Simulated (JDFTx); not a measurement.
# SnSe (Fm-3m) in JDFTx: a series of runs

The runs below take SnSe through equation of state, with r2SCAN.

Program: JDFTx 1.7.0 (patched build). These are calculated values, not measurements. Logs are shortened: lines on timing, memory, paths and dates and some standing lists are left out, and cuts for length are marked. The log counts tension as positive stress, the text compression.

## (1) The crystal as given

The structure is cubic, space group Fm-3m (No. 225). The conventional cell has a = 6.020 Å, b = 6.020 Å, c = 6.020 Å, α = 90.00°, β = 90.00°, γ = 90.00°. Sn (site symmetry m-3m) is surrounded by 6 Se at 3.01 Å. Se (site symmetry m-3m) has 6 Sn at 3.01 Å as nearest neighbours.

Measurements of this composition are mostly on another form, of space group No. 62.

## (2) Equation of state, r2SCAN, 25.63 Å³/atom (volume scaled by 0.94)

SnSe.in

```
lattice Face-Centered Cubic 11.1439197549
coords-type Lattice
ion Sn     0.0000000000     0.0000000000     0.0000000000 1
ion Se     0.5000000000     0.5000000000     0.5000000000 1

ion-species pseudo/Sn.upf
ion-species pseudo/Se.upf
elec-cutoff 40 320
elec-ex-corr mgga-x-r2scan mgga-c-r2scan
kpoint-folding 6 6 6
elec-smearing Fermi 0.0018374661
elec-n-bands 16
electronic-SCF nIterations 100 energyDiffThreshold 1e-09
electronic-minimize nIterations 30 energyDiffThreshold 1e-7
forces-output-coords Cartesian

dump-name run.$VAR
dump End Ecomponents EigStats BandEigs Kpoints Forces Stress ElecDensity KEdensity
```

Potentials or basis: SG15-PBE-1.2 with smoothed tails.

The run is started by

```
$ jdftx -c 1 -i SnSe.in -o SnSe.out
```

Log:

```text
*************** JDFTx 1.7.0 (patched build) ***************

[... 9 lines left out ...]
---------- Initializing the Grid ----------
R =
[            0      5.57196      5.57196  ]
[      5.57196            0      5.57196  ]
[      5.57196      5.57196            0  ]
unit cell volume = 345.982
G =
[  -0.563822   0.563822   0.563822  ]
[   0.563822  -0.563822   0.563822  ]
[   0.563822   0.563822  -0.563822  ]
Minimum fftbox size, Smin = [  64  64  64  ]
Chosen fftbox size, S = [  64  64  64  ]

---------- Initializing tighter grid for wavefunction operations ----------
R =
[            0      5.57196      5.57196  ]
[      5.57196            0      5.57196  ]
[      5.57196      5.57196            0  ]
unit cell volume = 345.982
G =
[  -0.563822   0.563822   0.563822  ]
[   0.563822  -0.563822   0.563822  ]
[   0.563822   0.563822  -0.563822  ]
Minimum fftbox size, Smin = [  48  48  48  ]
Chosen fftbox size, S = [  48  48  48  ]

---------- Exchange Correlation functional ----------
Initialized LibXC exchange functional 'Re-regularized SCAN exchange by Furness et al'
Initialized LibXC correlation functional 'Re-regularized SCAN correlation by Furness et al'

---------- Setting up pseudopotentials ----------
Width of ionic core gaussian charges (only for fluid interactions / plotting) set to 0

Reading pseudopotential file 'pseudo/Sn.upf':
  'Sn' pseudopotential, 'PBE' functional
  Generated using ONCVPSP code by D. R. Hamann
  14 valence electrons, 0 orbitals, 6 projectors, 602 radial grid points, with lMax = 2
  Core radius for overlap checks: 2.76 bohrs.

Reading pseudopotential file 'pseudo/Se.upf':
  'Se' pseudopotential, 'PBE' functional
  Generated using ONCVPSP code by D. R. Hamann
  6 valence electrons, 0 orbitals, 6 projectors, 602 radial grid points, with lMax = 2
  Core radius for overlap checks: 2.56 bohrs.

Initialized 2 species with 2 total atoms.

Folded 1 k-points by 6x6x6 to 216 k-points.

---------- Setting up k-points, bands, fillings ----------
Reduced to 16 k-points under symmetry.
Computing the number of bands and number of electrons
Calculating initial fillings.
nElectrons:  20.000000   nBands: 16   nStates: 16

----- Setting up reduced wavefunction bases (one per k-point) -----
average nbasis = 4183.032 , ideal nbasis = 4180.593

---------- Setting up ewald sum ----------
Optimum gaussian width for ewald sums = 2.530688 bohr.
Real space sum over 1331 unit cells with max indices [  5  5  5  ]
Reciprocal space sum over 2197 terms with max indices [  6  6  6  ]

---------- Allocating electronic variables ----------
Initializing wave functions:  (No orbitals for LCAO)  bandwidth-limited random numbers

Setting the auxilliary hamiltonian equal to the subspace hamiltonian.

-------- Electronic minimization -----------
Will mix electronic and kinetic density at each iteration.
	FillingsUpdate:  mu: +0.791872037  nElectrons: 20.000000
	FillingsUpdate:  mu: +0.100000000  nElectrons: 20.000000
SCF: Cycle:  0   F: -59.286270415633666   dF: -1.428e+01   |Residual|: 4.343e+00   |deigs|: 1.216e+00
	FillingsUpdate:  mu: +0.100000000  nElectrons: 20.000000
SCF: Cycle:  1   F: -63.359336546389585   dF: -4.073e+00   |Residual|: 5.692e+00   |deigs|: 3.242e-01
	FillingsUpdate:  mu: -0.000000000  nElectrons: 20.000000
SCF: Cycle:  2   F: -59.704471106620488   dF: +3.655e+00   |Residual|: 9.003e+00   |deigs|: 3.644e-01
	FillingsUpdate:  mu: +0.455402256  nElectrons: 20.000000
SCF: Cycle:  3   F: -65.672924891433524   dF: -5.968e+00   |Residual|: 2.014e+00   |deigs|: 1.359e+00
	FillingsUpdate:  mu: +0.360377584  nElectrons: 20.000000
SCF: Cycle:  4   F: -68.937143194899718   dF: -3.264e+00   |Residual|: 1.916e+00   |deigs|: 2.845e-01
	FillingsUpdate:  mu: +0.371126925  nElectrons: 20.000000
SCF: Cycle:  5   F: -69.391023819376784   dF: -4.539e-01   |Residual|: 1.527e+00   |deigs|: 7.167e-02
	FillingsUpdate:  mu: +0.371006728  nElectrons: 20.000000
SCF: Cycle:  6   F: -69.403461471663633   dF: -1.244e-02   |Residual|: 1.219e+00   |deigs|: 1.941e-03
	FillingsUpdate:  mu: +0.385601795  nElectrons: 20.000000
SCF: Cycle:  7   F: -69.443951112359727   dF: -4.049e-02   |Residual|: 1.163e-01   |deigs|: 1.586e-02
	FillingsUpdate:  mu: +0.381327185  nElectrons: 20.000000
SCF: Cycle:  8   F: -69.442230916888775   dF: +1.720e-03   |Residual|: 6.878e-02   |deigs|: 2.304e-02
	FillingsUpdate:  mu: +0.374634509  nElectrons: 20.000000
SCF: Cycle:  9   F: -69.447774744514319   dF: -5.544e-03   |Residual|: 4.458e-02   |deigs|: 6.482e-03
	FillingsUpdate:  mu: +0.373383046  nElectrons: 20.000000
SCF: Cycle: 10   F: -69.448583816800308   dF: -8.091e-04   |Residual|: 3.320e-02   |deigs|: 3.816e-03
	FillingsUpdate:  mu: +0.373939981  nElectrons: 20.000000
SCF: Cycle: 11   F: -69.448603636339428   dF: -1.982e-05   |Residual|: 3.904e-03   |deigs|: 1.309e-03
	FillingsUpdate:  mu: +0.373857642  nElectrons: 20.000000
SCF: Cycle: 12   F: -69.448605044607987   dF: -1.408e-06   |Residual|: 4.077e-03   |deigs|: 2.253e-04
	FillingsUpdate:  mu: +0.373778384  nElectrons: 20.000000
SCF: Cycle: 13   F: -69.448605210350848   dF: -1.657e-07   |Residual|: 5.948e-04   |deigs|: 1.861e-04
	FillingsUpdate:  mu: +0.373802637  nElectrons: 20.000000
SCF: Cycle: 14   F: -69.448605261519674   dF: -5.117e-08   |Residual|: 4.610e-04   |deigs|: 1.226e-04
	FillingsUpdate:  mu: +0.373805777  nElectrons: 20.000000
SCF: Cycle: 15   F: -69.448605266991805   dF: -5.472e-09   |Residual|: 1.107e-04   |deigs|: 9.707e-05
	FillingsUpdate:  mu: +0.373806852  nElectrons: 20.000000
SCF: Cycle: 16   F: -69.448605267989933   dF: -9.981e-10   |Residual|: 7.242e-05   |deigs|: 9.397e-05
	FillingsUpdate:  mu: +0.373806404  nElectrons: 20.000000
SCF: Cycle: 17   F: -69.448605268103847   dF: -1.139e-10   |Residual|: 1.751e-05   |deigs|: 1.063e-04
SCF: Converged (|Delta E|<1.000000e-09 for 2 iters).

Setting wave functions to eigenvectors of Hamiltonian

# Stress tensor in Cartesian coordinates [Eh/a0^3]:
[ -8.30911e-05            0            0  ]
[            0 -8.30911e-05            0  ]
[            0            0 -8.30911e-05  ]

# Ionic positions in lattice coordinates:
ion Sn   0.000000000000000   0.000000000000000   0.000000000000000 1
ion Se   0.500000000000000   0.500000000000000   0.500000000000000 1

# Forces in Cartesian coordinates:
force Sn   0.000000000000000  -0.000000000000000   0.000000000000000 1
force Se  -0.000000000000000   0.000000000000000   0.000000000000000 1

# Energy components:
   Eewald =      -55.9391647315378790
       EH =       13.9100007665027423
     Eloc =      -39.8512351032720531
      Enl =      -12.9289531569734795
      Exc =       -9.0863062705196587
       KE =       34.4470566890572911
-------------------------------------
     Etot =      -69.4486018067430280
       TS =        0.0000034613608228
-------------------------------------
        F =      -69.4486052681038473

IonicMinimize: Iter:   0  F: -69.448605268103847  |grad|_K:  1.577e-41
IonicMinimize: Converged (|grad|_K<1.000000e-04).

Dumping 'run.eigStats' ...
	eMin: -0.433644 at state 12 ( [ +0.000000 +0.500000 +0.500000 ] spin 0 )
	HOMO: +0.363612 at state 3 ( [ +0.000000 +0.000000 +0.500000 ] spin 0 )
	mu  : +0.373806
	LUMO: +0.384002 at state 3 ( [ +0.000000 +0.000000 +0.500000 ] spin 0 )
	eMax: +0.837963 at state 12 ( [ +0.000000 +0.500000 +0.500000 ] spin 0 )
	HOMO-LUMO gap: +0.020390
	Optical gap  : +0.020390 at state 3 ( [ +0.000000 +0.000000 +0.500000 ] spin 0 )
Done!
```

It took 4.6 min on 1 thread of Arm Neoverse V1, shared host; peak memory 0.2 GiB.

Results:

* Free energy: -1889.7928 eV
* Pressure: 2.4 GPa
* Band gap on the k mesh: 0.55 eV, direct

Caveat: the potentials were made for another functional, which shifts forces and pressure; spin-orbit coupling is left out, which moves the levels of the heavy elements.

## (3) Equation of state, r2SCAN, 26.18 Å³/atom (volume scaled by 0.96)

SnSe.in: that of step 2 with these lines changed.

```diff
@@ -1,2 +1,2 @@
-lattice Face-Centered Cubic 11.1439197549
+lattice Face-Centered Cubic 11.2224006489
 coords-type Lattice
```

Potentials or basis: SG15-PBE-1.2 with smoothed tails.

The run is started by

```
$ jdftx -c 1 -i SnSe.in -o SnSe.out
```

Wall time 5.1 min (1 thread of Arm Neoverse V1, shared host); peak memory 0.2 GiB.

It converged, with:

```yaml
Free_energy: -1889.8050 eV
Pressure: 1.1 GPa
Band_gap_on_the_k_mesh: 0.46 eV, direct
```

Caveat: the potentials were made for another functional, which shifts forces and pressure; spin-orbit coupling is left out, which moves the levels of the heavy elements.

## (4) Equation of state, r2SCAN, 26.73 Å³/atom (volume scaled by 0.98)

SnSe.in: that of step 3 with these lines changed.

```diff
@@ -1,2 +1,2 @@
-lattice Face-Centered Cubic 11.2224006489
+lattice Face-Centered Cubic 11.2997989611
 coords-type Lattice
```

The run is started by

```
$ jdftx -c 1 -i SnSe.in -o SnSe.out
```

Wall time 6 min (1 thread of Arm Neoverse V1, shared host); peak memory 0.25 GiB.

It converged, with:

```yaml
Free_energy: -1889.8088 eV
Pressure: 0.0 GPa
Band_gap_on_the_k_mesh: 0.36 eV, direct
```

Caveat: the potentials were made for another functional, which shifts forces and pressure; spin-orbit coupling is left out, which moves the levels of the heavy elements.

## (5) Equation of state, r2SCAN, 27.27 Å³/atom

SnSe.in: that of step 4 with these lines changed.

```diff
@@ -1,2 +1,2 @@
-lattice Face-Centered Cubic 11.2997989611
+lattice Face-Centered Cubic 11.3761512702
 coords-type Lattice
```

The run is started by

```
$ jdftx -c 1 -i SnSe.in -o SnSe.out
```

Wall time 6 min (1 thread of Arm Neoverse V1, shared host); peak memory 0.24 GiB.

Results (log left out):

```
Free energy            : -1889.8050 eV
Pressure               : -1.1 GPa
Band gap on the k mesh : 0.28 eV, direct
```

Caveat: the potentials were made for another functional, which shifts forces and pressure; spin-orbit coupling is left out, which moves the levels of the heavy elements.

## (6) Equation of state, r2SCAN, 27.82 Å³/atom (volume scaled by 1.02)

SnSe.in: that of step 5 with these lines changed.

```diff
@@ -1,2 +1,2 @@
-lattice Face-Centered Cubic 11.3761512702
+lattice Face-Centered Cubic 11.4514922161
 coords-type Lattice
```

Potentials or basis: SG15-PBE-1.2 with smoothed tails.

The run is started by

```
$ jdftx -c 1 -i SnSe.in -o SnSe.out
```

It took 5.6 min on 1 thread of Arm Neoverse V1, shared host; peak memory 0.24 GiB.

It converged, with:

| Property | Result |
| --- | --- |
| Free energy | -1889.7944 eV |
| Pressure | -2.0 GPa |
| Band gap on the k mesh | 0.19 eV, direct |

Caveat: the potentials were made for another functional, which shifts forces and pressure; spin-orbit coupling is left out, which moves the levels of the heavy elements.

## (7) Equation of state, r2SCAN, 28.36 Å³/atom (volume scaled by 1.04)

SnSe.in: that of step 6 with these lines changed.

```diff
@@ -1,2 +1,2 @@
-lattice Face-Centered Cubic 11.4514922161
+lattice Face-Centered Cubic 11.5258546387
 coords-type Lattice
```

The run is started by

```
$ jdftx -c 1 -i SnSe.in -o SnSe.out
```

Wall time 6 min (1 thread of Arm Neoverse V1, shared host); peak memory 0.24 GiB.

It converged, with:

| Property | Result |
| --- | --- |
| Free energy | -1889.7779 eV |
| Pressure | -2.8 GPa |
| Band gap on the k mesh | 0.12 eV, direct |

Caveat: the potentials were made for another functional, which shifts forces and pressure; spin-orbit coupling is left out, which moves the levels of the heavy elements.

## (8) Equation of state, r2SCAN, 28.91 Å³/atom (volume scaled by 1.06)

SnSe.in: that of step 7 with these lines changed.

```diff
@@ -1,2 +1,2 @@
-lattice Face-Centered Cubic 11.5258546387
+lattice Face-Centered Cubic 11.5992697050
 coords-type Lattice
```

The run is started by

```
$ jdftx -c 1 -i SnSe.in -o SnSe.out
```

Run time: 5.8 min. Hardware: 1 thread of Arm Neoverse V1, shared host; peak memory 0.24 GiB.

The run converged. Its results:

```
Free energy            : -1889.7562 eV
Pressure               : -3.6 GPa
Band gap on the k mesh : 0.04 eV, direct
```

Caveat: the potentials were made for another functional, which shifts forces and pressure; spin-orbit coupling is left out, which moves the levels of the heavy elements.

## (9) Equation of state, r2SCAN

Potentials or basis: SG15-PBE-1.2 with smoothed tails.

No new run: the results of the series are fitted here.

Results:

| Item | Value |
| --- | --- |
| Equilibrium volume | 26.71 Å³/atom |
| Bulk modulus | 55 GPa |
| Pressure derivative of the bulk modulus | 4.9 (rough: it moves with the points fitted) |

Energy against volume, from the lowest point:
```tsv
volume (Å³/atom)	energy (meV/atom)
25.635	8.01
26.180	1.90
26.725	0.00
27.271	1.92
27.816	7.22
28.362	15.47
28.907	26.34
```

Caveat: the potentials were made for another functional, which shifts forces and pressure.

## (10) The reference run

An earlier run on the cell as given: functional PBEsol; potentials or basis PseudoDojo-SR-PBEsol-0.4.1-standard with smoothed tails; cutoff 1170 eV; density cutoff 9361 eV; k mesh 8 × 8 × 8; occupations fermi-dirac, width 0.05 eV; no spin polarisation.

* Pressure: -1.9 GPa
* Band gap on the k mesh: 0.64 eV, direct
* Loewdin charges: Sn +0.30; Se -0.25 e
